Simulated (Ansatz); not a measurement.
# Structures of Ni2Ge: which is lowest?

Plane-wave DFT in Ansatz with scalar-relativistic PAW potentials, cutoff 420 eV, Γ-centred meshes chosen by cell and gap, Gaussian smearing with energies taken to zero width. Every cell was relaxed (cell and atoms) in a run of its own, within the symmetry of its start. Functional: PBEsol.

Relaxed structures (starts from databases or built by putting these elements on another compound's sites):
A. Pnma, 12 atoms in the computed cell, a = 5.049 Å, b = 3.788 Å, c = 7.181 Å; sites (symmetry × multiplicity) Ni .m. × 4 + .m. × 4, Ge .m. × 4; start: database
B. P6_3/mmc, 6 atoms in the computed cell, a = 3.972 Å, c = 5.014 Å; sites (symmetry × multiplicity) Ni -3m. × 2 + -6m2 × 2, Ge -6m2 × 2; start: database

Problem. Rank them by energy. Could pressure change the order?

Solution.
| structure | group | E − E(lowest) (meV/atom) | V (Å³/atom) | gap on mesh (eV) |
| --- | --- | --- | --- | --- |
| A | Pnma | 0.0 | 11.44 | 0.00 |
| B | P6_3/mmc | 28.6 | 11.42 | 0.00 |

A is lowest, 29 meV/atom under B. The two lowest differ in volume by under 3 %, too little for a first-order estimate of what pressure does to that pair (other pairs aren't weighed here); with rigid cells even 3 % in favour of the higher one would need about 13 GPa. Other structures may lie lower than all of these, and vibrations aren't counted.

Spin polarisation was left out, and a magnetic state may lie lower.